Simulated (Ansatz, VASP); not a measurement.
# GaP: VASP beside Ansatz

Wanted: the spread between two codes on one cell, functional and k mesh. The cell is taken from a series of VASP runs on this material, whose earlier steps may have relaxed, scaled or displaced it; both programs get it as it stands.

Main program and level: Ansatz 0.2.0; plane waves, with VASP 6.6.1 beside it; relaxation of cell and atoms at r2SCAN.

**1. The structure**

The structure is cubic, space group F-43m (No. 216). Conventional cell: a = 5.451 Å, b = 5.451 Å, c = 5.451 Å, α = 90.00°, β = 90.00°, γ = 90.00°. Nearest to Ga lie 4 P at 2.36 Å. Nearest to P lie 4 Ga at 2.36 Å. Farther neighbours are not listed.

As a file:

```
Ga P
1.0
     0.00000    2.72525    2.72525
     2.72525    0.00000    2.72525
     2.72525    2.72525    0.00000
Ga P
1 1
Cartesian
  0.0000 0.0000 0.0000
  4.0879 4.0879 4.0879
```

**2. VASP: relaxation of cell and atoms, r2SCAN**

The relaxed volume is the usual yardstick between codes: its relative difference is about their pressure difference at one cell divided by the bulk modulus.

Lines of VASP's logs that name or quote its potential files are left out, and so is its time.

INCAR

```
SYSTEM = GaP
PREC = Accurate
ENCUT = 450
EDIFF = 1E-07
NELM = 100
ISMEAR = 0
SIGMA = 0.03
LREAL = .FALSE.
ALGO = Normal
METAGGA = R2SCAN
LASPH = .TRUE.
LORBIT = 11
LWAVE = .FALSE.
LCHARG = .FALSE.
KPAR = 2
IBRION = 2
NSW = 50
ISIF = 3
EDIFFG = -0.002
```

POSCAR

```
GaP
1.0
    0.0000000000      2.7252500000      2.7252500000
    2.7252500000      0.0000000000      2.7252500000
    2.7252500000      2.7252500000      0.0000000000
Ga P
1 1
Direct
    0.0000000000      0.0000000000      0.0000000000
    0.7500000000      0.7500000000      0.7500000000
```

KPOINTS

```
Automatic mesh
0
Gamma
8 8 8
0 0 0
```

The projector-augmented-wave data sets are Ga_d and P (PBE family, release 64).

Started as:

```bash
$ mpirun -np 2 vasp_std
```

Numbers of over 12 decimals in the logs are rounded to 6 here.

The log of the run:

```text
[banner, memory and clock lines left out]
running    2 mpi-ranks, on    1 nodes
 distrk:  each k-point on    1 cores,    2 groups
 distr:  one band on    1 cores,    1 groups

 POSCAR found type information on POSCAR GaP
 POSCAR found :  2 types and       2 ions
|                                                                             |
|               ----> ADVICE to this user running VASP <----                  |
|                                                                             |
|     You enforced a specific xc type in the INCAR file but a different       |
|     [... a line on the potential file left out ...]
|     I HOPE YOU KNOW WHAT YOU ARE DOING!                                     |
|                                                                             |

 LDA part: xc-table for (None), standard interpolation
 POSCAR, INCAR and KPOINTS ok, starting setup
 FFT: planning ... GRIDC
 FFT: planning ... GRID_SOFT
 FFT: planning ... GRID
 WAVECAR not read
 entering main loop
       N       E                     dE             d eps       ncg     rms          rms(c)
DAV:   1     0.609005477226E+02    0.60901E+02   -0.90860E+03   775   0.187E+03
DAV:   2    -0.180817807755E+02   -0.78982E+02   -0.75498E+02   839   0.310E+02
DAV:   3    -0.236447660502E+02   -0.55630E+01   -0.55401E+01   924   0.727E+01
DAV:   4    -0.237381248026E+02   -0.93359E-01   -0.93310E-01   940   0.104E+01
DAV:   5    -0.237400843909E+02   -0.19596E-02   -0.19595E-02   954   0.125E+00    0.483E+00
DAV:   6    -0.214652726790E+02    0.22748E+01   -0.66311E-01   933   0.177E+01    0.306E+00
DAV:   7    -0.214574399795E+02    0.78327E-02   -0.24027E-01   889   0.455E+00    0.172E+00
DAV:   8    -0.214616726787E+02   -0.42327E-02   -0.88190E-03   834   0.879E-01    0.785E-01
DAV:   9    -0.214620263847E+02   -0.35371E-03   -0.22550E-03   884   0.527E-01    0.742E-02
DAV:  10    -0.214620143058E+02    0.12079E-04   -0.14931E-04   837   0.111E-01    0.380E-02
DAV:  11    -0.214620128171E+02    0.14888E-05   -0.19249E-05   884   0.479E-02    0.591E-03
DAV:  12    -0.214620115858E+02    0.12313E-05   -0.16803E-06   862   0.125E-02    0.233E-03
DAV:  13    -0.214620120513E+02   -0.46555E-06   -0.21577E-07   838   0.724E-03    0.101E-03
DAV:  14    -0.214620125027E+02   -0.45137E-06   -0.17932E-08   432   0.151E-03    0.655E-04
DAV:  15    -0.214620125007E+02    0.20000E-08   -0.17799E-08   407   0.324E-03
   1 F= -.21462013E+02 E0= -.21462013E+02  d E =-.214620E+02
[...]
2 F= -.21462035E+02 E0= -.21462035E+02  d E =-.221467E-04
[...]
3 F= -.21462035E+02 E0= -.21462035E+02  d E =-.229183E-04
[...]
4 F= -.21462034E+02 E0= -.21462034E+02  d E =-.216049E-04
[...]
5 F= -.21462035E+02 E0= -.21462035E+02  d E =-.228339E-04
 curvature:  -0.18 expect dE=-0.366E-05 dE for cont linesearch -0.366E-05
 ZBRENT: interpolating
 opt :   0.6847  next Energy=   -21.462034 (dE=-0.217E-04)
 bond charge predicted
       N       E                     dE             d eps       ncg     rms          rms(c)
DAV:   1    -0.214620367571E+02   -0.14781E-05   -0.17221E-05   999   0.896E-02    0.695E-03
DAV:   2    -0.214620351805E+02    0.15766E-05   -0.18429E-06   959   0.349E-02    0.323E-03
DAV:   3    -0.214620345489E+02    0.63164E-06   -0.32798E-07   664   0.142E-02    0.676E-04
DAV:   4    -0.214620345333E+02    0.15581E-07   -0.41516E-08   432   0.360E-03
   6 F= -.21462035E+02 E0= -.21462035E+02  d E =-.220326E-04
 curvature:  -0.00 expect dE=-0.155E-09 dE for cont linesearch -0.155E-09
 trial: gam=-0.03373 g(F)=  0.256E-44 g(S)=  0.484E-07 ort = 0.138E-05 (trialstep = 0.937E+00)
 search vector abs. value=  0.159E-09
 reached required accuracy - stopping structural energy minimisation
```

Parts of OUTCAR (step 2):

```text
ion  position               nearest neighbor table
   1  0.000  0.000  0.000-   2 2.36   2 2.36   2 2.36   2 2.36
   2  0.750  0.750  0.750-   1 2.36   1 2.36   1 2.36   1 2.36

  LATTYP: Found a face centered cubic cell.
 ALAT       =     5.4505000000

 Subroutine GETGRP returns: Found 24 space group operations
 (whereof 24 operations were pure point group operations)

The static configuration has the point symmetry T_d .

 Found     29 irreducible k-points:

   k-points           NKPTS =     29   k-points in BZ     NKDIM =     29   number of bands    NBANDS=     13

   dimension x,y,z NGX =    28 NGY =   28 NGZ =   28
   dimension x,y,z NGXF=    56 NGYF=   56 NGZF=   56

   ENCUT  =  450.0 eV  33.07 Ry    5.75 a.u.   6.67  6.67  6.67*2*pi/ulx,y,z

   NELECT =      18.0000    total number of electrons

 k-points in reciprocal lattice and weights: Automatic mesh
   0.00000000  0.00000000  0.00000000       0.002
   0.12500000  0.00000000  0.00000000       0.016
   0.25000000  0.00000000  0.00000000       0.016
   0.37500000  0.00000000  0.00000000       0.016
   0.50000000  0.00000000  0.00000000       0.008
   0.12500000  0.12500000  0.00000000       0.012
   0.25000000  0.12500000  0.00000000       0.047
   0.37500000  0.12500000  0.00000000       0.047
   0.50000000  0.12500000  0.00000000       0.047
[...]
-0.37500000  0.50000000  0.12500000       0.023
  -0.25000000  0.50000000  0.25000000       0.012

 average (electrostatic) potential at core
       1 -70.1742       2 -86.4420

 E-fermi :   4.6448

 k-point     1 :       0.0000    0.0000    0.0000
  band No.  band energies     occupation
    ...
      5     -10.4037      2.00000
      6      -8.5568      2.00000
      7       4.4739      2.00000
      8       4.4739      2.00000
      9       4.4739      2.00000
     10       6.8281      0.00000
     11       8.6643      0.00000
     12       8.6644      0.00000
     13       8.6644      0.00000

 k-point     2 :       0.1250    0.0000    0.0000
  band No.  band energies     occupation
    ...
      5     -10.4038      2.00000
      6      -8.3428      2.00000
      7       2.8484      2.00000
      8       4.2351      2.00000
      9       4.2351      2.00000
     10       7.3648      0.00000
     11       9.0313      0.00000
     12       9.0314      0.00000
     13       9.3406      0.00000

 k-point     3 :       0.2500    0.0000    0.0000
  band No.  band energies     occupation
    ...
      5     -10.4024      2.00000
      6      -7.7395      2.00000
      7       0.5053      2.00000
      8       3.7825      2.00000
      9       3.7825      2.00000
     10       7.0202      0.00000
     11       9.5628      0.00000
     12       9.5629      0.00000
     13      11.3654      0.00000

  Total       -0.0008177     -0.0008177     -0.0008177      0.0000000      0.0000000      0.0000000
  in kB       -0.0324003     -0.0324003     -0.0324003      0.0000000      0.0000000      0.0000000
  external PRESSURE =      -0.0324003 kB  Pullay stress =       0.0000000 kB

  energy-cutoff  :      450.00
  volume of cell :       40.43
      direct lattice vectors                 reciprocal lattice vectors
     0.000000000  2.724197036  2.724197036    -0.183540322  0.183540322  0.183540322
     2.724197036 -0.000000000  2.724197036     0.183540322 -0.183540322  0.183540322
     2.724197036  2.724197036  0.000000000     0.183540322  0.183540322 -0.183540322

 POSITION                                       TOTAL-FORCE (eV/Angst)
 -----------------------------------------------------------------------------------
      0.00000      0.00000      0.00000        -0.000000     -0.000000      0.000000
      4.08630      4.08630      4.08630         0.000000      0.000000     -0.000000
 -----------------------------------------------------------------------------------
    total drift:                                0.000003      0.000003      0.000003

  FREE ENERGIE OF THE ION-ELECTRON SYSTEM (eV)
  ---------------------------------------------------
  free  energy   TOTEN  =       -21.4620345333 eV

  energy  without entropy=      -21.4620345333  energy(sigma->0) =      -21.46203453

 reached required accuracy - stopping structural energy minimisation

 total charge
# of ion       s       p       d       tot
------------------------------------------
    1        0.831   0.848  10.018  11.698
    2        1.009   1.542   0.000   2.551
--------------------------------------------------
tot          1.840   2.390  10.018  14.249

[... 3 further parts left out ...]
```

CONTCAR:

```
GaP
   1.00000000000000
     0.0000000000000000    2.7241970355946226    2.7241970355946226
     2.7241970355946226   -0.0000000000000000    2.7241970355946226
     2.7241970355946226    2.7241970355946226    0.0000000000000000
  Ga              P
     1     1
Direct
     0.0000000000000000    0.0000000000000000    0.0000000000000000
     0.7500000000000000    0.7500000000000000    0.7500000000000000
```

**3. Ansatz: relaxation of cell and atoms, r2SCAN**

Ansatz runs on its default PAW (the set named soft_2) files.

The same cell, functional, mesh and smearing now go to Ansatz, which takes its cutoff from its data sets.

input.yaml

```yaml
crystal:
  lattice:
    - [0.0, 2.72525, 2.72525]
    - [2.72525, 0.0, 2.72525]
    - [2.72525, 2.72525, 0.0]
  atoms:
    - { symbol: Ga, position: [0.0, 0.0, 0.0] }
    - { symbol: P, position: [0.75, 0.75, 0.75] }
hamiltonian:
  xc: r2scan
  pseudopotentials: { kind: paw }
kpoints:
  mp_grid: { grid: [8, 8, 8] }
scf:
  occupations: { method: gaussian, width: 0.03 }
relax:
  f_tol: 0.01
  max_steps: 60
  cell: { stress_tol: 0.05 }
output:
  forces: true
  stress: true
```

Started as:

```bash
$ ansatz run input.yaml --threads 4 --pin off --max-ram 9216MiB --backend cpu --events-out ev --progress --plain --runs-dir out
```

The log of the run:

```text
Engine: ansatz 0.2.0, aarch64-unknown-linux-gnu
Pseudopotentials: kind: paw
Pseudopotential: Ga, paw, valence charge 13, recommended cutoff 500 eV (meta_gga), Ga.paw.azcp
Pseudopotential: P, paw, valence charge 5, recommended cutoff 500 eV (meta_gga), P.paw.azcp
Functional definition: r2SCAN
  parameter k0 = 0.174
  parameter k1 = 0.065
  parameter a1 = 4.9479
  exchange = r2scan_x(k0 = k0, k1 = k1, a1 = a1)
  correlation = r2scan_c
Crystal: 2 atoms, lattice volume = 40.481 Å³
Basis set: ecut = 500 eV, 965 PW (Γ), exchange–correlation on 120×120×120 points (64 copies of the dense FFT grid, shifted against one another)
Bands: 13, of which v1, the nominal top of the filled ones, is band 9 counted from 1 (8 counted from 0)
Symmetry: 24 space group operations
Space group: F-43m (ITA 216), of the structure as read, at distance tolerance 3.4e-5 Å
k-points: 29 of 512 (time reversal used)
Non-local potential: Ga, projectors of the file, l = 0: 2, l = 1: 2, l = 2: 3, l = 3: 1
Non-local potential: P, projectors of the file, l = 0: 2, l = 1: 2, l = 2: 2
PAW form: soft (Blöchl's): semilocal exchange-correlation on the pseudo side does not see the compensation charge
PAW frozen core: Ga, regenerated for the run's functional (the file was generated under x = pbe(κ = 0.804, μ = 0.219515), c = pbe(β = 0.066725))
PAW frozen core: P, regenerated for the run's functional (the file was generated under x = pbe(κ = 0.804, μ = 0.219515), c = pbe(β = 0.066725))
PAW one-centre angular grid: Ga, 590 points (default); XC on 160 Gauss nodes
PAW one-centre angular grid: P, 302 points (default); XC on 160 Gauss nodes
Initial density: superposition of atomic densities (neutral atoms: chi_scale 0, normalization atom), corrected by the library's trained network
Initial wavefunctions: pseudopotential atomic-orbital guess
Functional: x = r2scan, c = r2scan; τ floored in thin density (d = 2e-4 eV/Å³)
SCF iter   1: F=—  HF=-4550.473688 eV  |F-HF|=—  |Δ(HF+E_count)|=         —  Δρ=8.76e-3  dr2=1.84e-2  dr2_τ=7.36e-3  ethr=1.77e-3  ⟨swp⟩=6.1  Hψ=2526  notcnv=0
preconditioner: auto → none  [insulator: Δε(μ)=1.828 eV  Ē_g=16.401 eV  σ=0.030 eV  W_gap=1.00  n_scr=14 (ndim 8)  ℏωp=24.8 eV  f_vac=0.013  D(μ)=0.00/eV (n_scr^D=0)  ε∞_Penn≈3.3]
SCF iter   2: F=—  HF=-4550.484173 eV  |F-HF|=—  |Δ(HF+E_count)|=   1.05e-2  Δρ=2.32e-3  dr2=3.09e-3  dr2_τ=9.72e-5  ethr=1.02e-4  ⟨swp⟩=3.0  Hψ=1075  notcnv=0
SCF iter   3: F=—  HF=-4550.482638 eV  |F-HF|=—  |Δ(HF+E_count)|=   1.54e-3  Δρ=1.72e-3  dr2=5.13e-4  dr2_τ=7.43e-6  ethr=1.72e-5  ⟨swp⟩=2.0  Hψ=754  notcnv=0
SCF iter   4: F=—  HF=-4550.482867 eV  |F-HF|=—  |Δ(HF+E_count)|=   2.29e-4  Δρ=2.43e-4  dr2=4.12e-5  dr2_τ=4.91e-7  ethr=2.85e-6  ⟨swp⟩=2.9  Hψ=633  notcnv=0
SCF iter   5: F=—  HF=-4550.482855 eV  |F-HF|=—  |Δ(HF+E_count)|=   1.14e-5  Δρ=8.36e-5  dr2=2.44e-6  dr2_τ=2.91e-8  ethr=2.29e-7  ⟨swp⟩=2.0  Hψ=468  notcnv=0
SCF iter   6: F=-4550.482855 eV  HF=-4550.482855 eV  |F-HF|=5.97e-8  |Δ(HF+E_count)|=   6.12e-7  Δρ=9.67e-6  dr2=3.78e-8  dr2_τ=3.44e-9  ethr=5.56e-10  ⟨swp⟩=4.0  Hψ=1736  notcnv=0
SCF 1 converged in 6 iterations: F = -4550.482855 eV  dr2 = 3.78e-8
  greatest PAW one-centre occupation: 0.993 electrons in one spin orbital (limit 2), on the Ga atom at site 0 (counted from 0), in its partial waves of l = 2
relax step   1: F+E_penalty+E_count = -4550.48285462 eV  Δ(F+E_penalty+E_count) = +0.000e0 eV  max|allowed force component| = 2.313e-16 eV/Å  Δτ_max = 0.0000 Å  P = +0.043 GPa  Ω = 40.481 Å³  (6 SCF iters, dr2 threshold 1.00e-7 eV, accepted)
Initial density: handed on by an earlier stage of this run
Initial wavefunctions: pseudopotential atomic-orbital guess (no wavefunctions were taken with the density)
iter 1 solved again at ethr=1.07e-6 eV; its pass at ethr=3.10e-3 eV (dr2=1.92e-4 eV) is discarded
SCF iter   1: F=—  HF=-4550.482853 eV  |F-HF|=—  |Δ(HF+E_count)|=         —  Δρ=1.02e-5  dr2=4.04e-8  dr2_τ=3.29e-9  ethr=1.07e-6  ⟨swp⟩=3.0  Hψ=3466  notcnv=0
eigensolver tolerance schedule: the retry pair's looser diagonalisation over-reported the residual by 4747.88 of it (diagonalisation noise at an unbounded share of the residual, at the tolerance the schedule requests for it); recorded, not acted on — ethr = c·dr2/N_el stays at c = 1.0e-1
preconditioner: auto → none  [insulator: Δε(μ)=1.894 eV  Ē_g=16.252 eV  σ=0.030 eV  W_gap=1.00  n_scr=14 (ndim 8)  ℏωp=24.8 eV  f_vac=0.008  D(μ)=0.00/eV (n_scr^D=0)  ε∞_Penn≈3.3]
SCF iter   2: F=—  HF=-4550.482855 eV  |F-HF|=—  |Δ(HF+E_count)|=   2.15e-6  Δρ=6.65e-6  dr2=8.66e-9  dr2_τ=2.14e-10  ethr=2.24e-10  ⟨swp⟩=3.3  Hψ=861  notcnv=0
SCF iter   3: F=—  HF=-4550.482855 eV  |F-HF|=—  |Δ(HF+E_count)|=  1.26e-10  Δρ=2.42e-6  dr2=1.14e-9  dr2_τ=2.77e-11  ethr=4.81e-11  ⟨swp⟩=2.0  Hψ=610  notcnv=0
SCF iter   4: F=—  HF=-4550.482855 eV  |F-HF|=—  |Δ(HF+E_count)|=   1.09e-9  Δρ=9.77e-7  dr2=3.40e-10  dr2_τ=6.37e-12  ethr=6.35e-12  ⟨swp⟩=2.5  Hψ=597  notcnv=0
SCF iter   5: F=-4550.482855 eV  HF=-4550.482855 eV  |F-HF|=6.37e-12  |Δ(HF+E_count)|=  8.64e-11  Δρ=1.18e-7  dr2=3.49e-12  dr2_τ=1.62e-13  ethr=1.00e-12  ⟨swp⟩=5.0  Hψ=1853  notcnv=0
SCF 2 converged in 5 iterations: F = -4550.482855 eV  dr2 = 3.49e-12
relax step   2: F+E_penalty+E_count = -4550.48285466 eV  Δ(F+E_penalty+E_count) = -3.863e-8 eV  max|allowed force component| = 2.313e-16 eV/Å  Δτ_max = 0.0000 Å  P = +0.043 GPa  Ω = 40.481 Å³  stress off target by 4.30e-2 GPa  SCF on the basis re-selected at this cell (its energy is not comparable with the rows above)  (5 SCF iters)
basis re-selected at this cell: Δ(F+E_penalty+E_count) = -3.863e-8 eV, ΔP = -0.000 GPa vs the last step (what re-selecting the basis moved, of the pressure what is left beyond the Pulay correction that the steps carried, after the strain that the cell walked since its last selection, with what the two solves' SCF thresholds leave and, on support functions, any second-order correction that the steps lacked; it is no m [...]
SCF converged after 5 iterations
Free energy (F): -4550.482855 eV
Harris-Foulkes:  -4550.482855 eV  (|F-HF|=6.37e-12)
Internal energy: -4550.482855 eV  (E = F + TS)
E sigma→0 (E₀):  -4550.482855 eV
Fermi energy:    7.846766 eV
--- Per-component energies (eV) ---
  E_band       = -67.627275
  E_kinetic    = 185.481863
  E_local      = -2202.697908  (includes V_loc(G=0)·N_el)
  E_nonlocal   = 460.450784
  E_hartree    = 1020.486188
  E_xc         = -120.990361
  E_vxc        = -124.834789  (∫ρ·V_xc dr)
  E_paw        = -2579.824523  (= ΣΔE_a)
  E_vpaw       = -433.015093  (= ΣTr[D̂ρ^β])
  E_aug_tail   = -0.000042  (compensation charges beyond the density's cutoff)
  E_vtau       = 6.015546  (kinetic-family band-sum trace: ∫τ·v_τ [+ j·A + Jᵃ·Aᵃ] dr)
  E_ewald      = -1312.644944
  E_core_change = -0.743912  (= ΣΔE_core)
  E_smearing   = -0.000000  (= −TS)
  E_closure    = 0.000000  (closes the sum)
  Σ components = -4550.482855   (vs F -4550.482855, Δ=0.00e0)
--- Forces (eV/Å), atoms counted from 1 ---
  atom   1  Ga    -0.00000000     0.00000000    -0.00000000
  atom   2  P      0.00000000    -0.00000000    -0.00000000
  max |Σ_I F_I| component: 1.30e-16 eV/Å
--- Stress (GPa, compression-positive) ---
        0.043013      -0.000000      -0.000000
       -0.000000       0.043013       0.000000
       -0.000000       0.000000       0.043013
  P = ⅓ Tr σ = 0.0430 GPa (0.430 kbar)
--- Relaxed structure (1 steps of the walk, 1 accepted, 1 SCFs on fresh bases) ---
  F+E_penalty+E_count = -4550.48285466 eV   max|allowed force component| = 2.313e-16 eV/Å   (the final SCF, on the basis selected at the relaxed cell)
  cell:  # Å, volume = 40.4808 Å³
    - [0.0, 2.72525, 2.72525]
    - [2.72525, 0.0, 2.72525]
    - [2.72525, 2.72525, 0.0]
  atoms:
    - { symbol: Ga, position: [0.0, 0.0, 0.0] }
    - { symbol: P, position: [0.75, 0.75, 0.75] }
```

Elapsed: 2.3 s, on 4 threads of Arm Neoverse V1, shared host; peak memory 0.45 GiB; 8.1 s of CPU time.

**4. Side by side**

Known differences besides the potentials themselves: VASP keeps PBE cores, Ansatz makes them for the functional; both relaxations stop at a tolerance, which leaves soft axes loose, and VASP keeps its plane-wave basis; the cutoff is 500 eV in Ansatz and 450 eV in VASP; Ansatz adds a Pulay correction to the stress that steers its cell, VASP none. Total energies have different zeros and are not compared.

The two programs side by side:

```csv
quantity,Ansatz,VASP,difference
volume (Å³),40.48,40.43,+0.12 %
"edge a after relaxation, in the typed setting (Å)",3.854,3.853,+0.04 %
```

The walks stopped with 0.04 GPa left in Ansatz and 0.00 GPa in VASP; each walk ends within a tolerance, so the volume difference is uncertain by about these residues over the bulk modulus, most in soft cells.

**5. What came out**

| Property | Result |
| --- | --- |
| difference in volume (relaxation of cell and atoms, r2SCAN) | 0.12 % |

**Reading.** The difference in volume is 0.12 % (relaxation of cell and atoms, r2SCAN), within the 1.2 % picked in this series as the mark of a large difference, as far as the stopping tolerances let one tell. Such differences can come from data sets, numerical settings and the points named under the comparisons, not from the functional's error against experiment.

[Lines on the potential files, build, host, timing and source positions are cut from VASP's logs without a mark.]

[Logs are printed without paths, hosts, clocks, repeated set-up lines and the standing remarks that a program may print on its own settings, such as how far it seeks lower states.]

[Hosts, paths, dates, database ids (printed as entryN), source tags and the programs' standing remarks are cut or masked in the printed files.]
